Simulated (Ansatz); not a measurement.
Crystal: CoO.

```
CELL_PARAMETERS angstrom
2.85630 0.00000 0.00000
-1.42815 2.47363 0.00000
0.00000 0.00000 2.78761
ATOMIC_POSITIONS crystal
Co 0.00000 0.00000 0.00000
O 0.66667 0.33333 0.50000
```

Measurements of this composition are mostly on another form, of space group No. 225.

Base run:

- Program: Ansatz 0.2.0
- Functional: PBE
- Potentials or basis: Ansatz PAW
- Cutoff: 420 eV (not typed: the program's choice for these potentials)
- k mesh: 11 × 11 × 10
- Occupations: fermi-dirac, width 0.05 eV
- Spin: no spin polarisation

Its results: band gap on the k mesh none (metal or under the smearing width); pressure -19.0 GPa.

The run is repeated on the same cell with these changes: spin from no spin polarisation to collinear spin, random start. What comes out?

Band gap on the k mesh none (metal or under the smearing width); pressure -7.8 GPa; net moment 3.00 μB per cell; site moments Co +2.52; O +0.41 μB.

Caveats: semilocal functionals often make such compounds metallic where correlation or magnetic order opens a gap, which also shifts bond lengths; an odd number of electrons without spin polarisation forces a metal (some runs); a magnetic or distorted state may lie lower (some runs); a cell with one magnetic atom can't hold antiferromagnetic order, which such compounds often take (some runs).
